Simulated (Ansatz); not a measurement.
# A Si vacancy and a Si vacancy in zincblende SiC, 14 atoms, charge −1

Aim: a base single point, then the same cell under other settings, to see what each one moves.

Program: Ansatz 0.2.0, PAW, plane waves. These are calculated values, not measurements.

1 further run of the same task is left out (it didn't finish).

## 1. The starting cell

14 atoms (8 C, 6 Si); a = 6.162 Å, b = 6.162 Å, c = 6.162 Å, α = 60.00°, β = 60.00°, γ = 60.00°. All atoms were shaken off their sites by about 0.02 Å along each axis. Defect site 1: (0.500, 0.500, 0.500). Defect site 2: (0.000, 0.000, 0.000). Starting moments add up to 3 μB.

## 2. PBEsol single point

in.yaml

```yaml
crystal:
  lattice:
    - [0.000000, 4.356853, 4.356853]
    - [4.356853, 0.000000, 4.356853]
    - [4.356853, 4.356853, 0.000000]
  atoms:
    - { symbol: C, position: [0.130263, 0.128631, 0.121115], spin: 0.375 }
    - { symbol: C, position: [0.632442, 0.624575, 0.623310], spin: 0.375 }
    - { symbol: C, position: [0.126219, 0.122610, 0.630086], spin: 0.375 }
    - { symbol: C, position: [0.617592, 0.622511, 0.132936], spin: 0.375 }
    - { symbol: C, position: [0.121030, 0.631804, 0.121562], spin: 0.375 }
    - { symbol: C, position: [0.628391, 0.124245, 0.627230], spin: 0.375 }
    - { symbol: C, position: [0.626181, 0.125263, 0.129373], spin: 0.375 }
    - { symbol: C, position: [0.122490, 0.622139, 0.624931], spin: 0.375 }
    - { symbol: Si, position: [0.999698, 0.996309, 0.494537] }
    - { symbol: Si, position: [0.493186, 0.499069, 0.005922] }
    - { symbol: Si, position: [0.001198, 0.495872, 0.996144] }
    - { symbol: Si, position: [0.495066, 0.997947, 0.499950] }
    - { symbol: Si, position: [0.495929, 0.001531, 0.997152] }
    - { symbol: Si, position: [0.006397, 0.491720, 0.499927] }
kpoints:
  mp_grid: { grid: [2, 2, 2], shift: [0.5, 0.5, 0.5] }
hamiltonian:
  xc: pbesol
total_charge: -1
magnetization:
  spin_polarized: true
scf:
  occupations: { method: fermi_dirac, width: 0.01 }
output:
  forces: true
  eigenvalues: true
  populations: true
  charged_corrections: { epsilon: 9.7 }
```

Launch:

```sh
> ansatz run in.yaml --threads 8 --pin off --max-ram 13300MiB --runs-dir r --events-out ev --progress --plain
```

## 3. Variant: mixing beta 1.0, smearing width 0.03 eV, at most 14 cycles

in.yaml: that of step 2 with these lines changed.

```diff
@@ -28,3 +28,5 @@
 scf:
-  occupations: { method: fermi_dirac, width: 0.01 }
+  occupations: { method: fermi_dirac, width: 0.03 }
+  max_iter: 14
+  mixing: { beta: 1 }
 output:
@@ -32,3 +34,2 @@
   eigenvalues: true
-  populations: true
-  charged_corrections: { epsilon: 9.7 }
+  stress: true
```

## 4. Variant: occupations Methfessel–Paxton

in.yaml: that of step 3 with these lines changed.

```diff
@@ -28,5 +28,4 @@
 scf:
-  occupations: { method: fermi_dirac, width: 0.03 }
-  max_iter: 14
-  mixing: { beta: 1 }
+  occupations: { method: methfessel_paxton, width: 0.01 }
+  max_iter: 60
 output:
```

## 5. Run again with 60 extra bands, density threshold 1e-09 eV

in.yaml: that of step 4 with these lines changed.

```diff
@@ -28,4 +28,6 @@
 scf:
-  occupations: { method: methfessel_paxton, width: 0.01 }
-  max_iter: 60
+  occupations: { method: fermi_dirac, width: 0.01 }
+  max_iter: 90
+  n_extra_bands: 60
+  convergence: { dr2_threshold: 1e-09 }
 output:
```

## 6. Variant: xc grid 1, starting moment 4 μB, mixing beta 1.5

in.yaml

```yaml
crystal:
  lattice:
    - [0.000000, 4.356853, 4.356853]
    - [4.356853, 0.000000, 4.356853]
    - [4.356853, 4.356853, 0.000000]
  atoms:
    - { symbol: C, position: [0.130263, 0.128631, 0.121115] }
    - { symbol: C, position: [0.632442, 0.624575, 0.623310] }
    - { symbol: C, position: [0.126219, 0.122610, 0.630086] }
    - { symbol: C, position: [0.617592, 0.622511, 0.132936] }
    - { symbol: C, position: [0.121030, 0.631804, 0.121562] }
    - { symbol: C, position: [0.628391, 0.124245, 0.627230] }
    - { symbol: C, position: [0.626181, 0.125263, 0.129373] }
    - { symbol: C, position: [0.122490, 0.622139, 0.624931] }
    - { symbol: Si, position: [0.999698, 0.996309, 0.494537] }
    - { symbol: Si, position: [0.493186, 0.499069, 0.005922] }
    - { symbol: Si, position: [0.001198, 0.495872, 0.996144] }
    - { symbol: Si, position: [0.495066, 0.997947, 0.499950] }
    - { symbol: Si, position: [0.495929, 0.001531, 0.997152] }
    - { symbol: Si, position: [0.006397, 0.491720, 0.499927] }
kpoints:
  mp_grid: { grid: [2, 2, 2], shift: [0.5, 0.5, 0.5] }
basis: { xc_grid: 1 }
hamiltonian:
  xc: pbesol
total_charge: -1
magnetization:
  spin_polarized: true
  initial_magnetization: 4
scf:
  occupations: { method: fermi_dirac, width: 0.01 }
  max_iter: 70
  mixing: { beta: 1.5 }
output:
  forces: true
  eigenvalues: true
  stress: true
```

**Question.** What will these runs give? Wanted: for each run, settings; status; energy from base; forces from base.

As calculated:

| settings | status | cycles | time | energy from base (meV/atom) | forces from base (eV/Å rms) | filled to empty level on the mesh (eV) |
| --- | --- | --- | --- | --- | --- | --- |
| base | converged | 26 | 3.8 s (8 CPU threads) | 0 | 0 | 0.10 |
| mixing beta 1.0, smearing width 0.03 eV, at most 14 cycles | not converged | - | 2.3 s (8 CPU threads) | - | - | - |
| occupations Methfessel–Paxton | converged | 24 | 3.1 s (8 CPU threads) | 0.0 | 0.002 | 0.10 |
| 60 extra bands, density threshold 1e-09 eV | converged | 30 | 4.4 s (8 CPU threads) | 0.0 | 0.000 | 0.10 |
| xc grid 1, starting moment 4 μB, mixing beta 1.5 | refused | - | 0.1 s (8 CPU threads) | - | - | - |

**Reading.** Among these variants the forces move most with occupations Methfessel–Paxton (0.002 eV/Å rms) and least with 60 extra bands, density threshold 1e-09 eV (0.000). 2 of 4 variants gave no result: mixing beta 1.0, smearing width 0.03 eV, at most 14 cycles (not converged); xc grid 1, starting moment 4 μB, mixing beta 1.5 (refused).
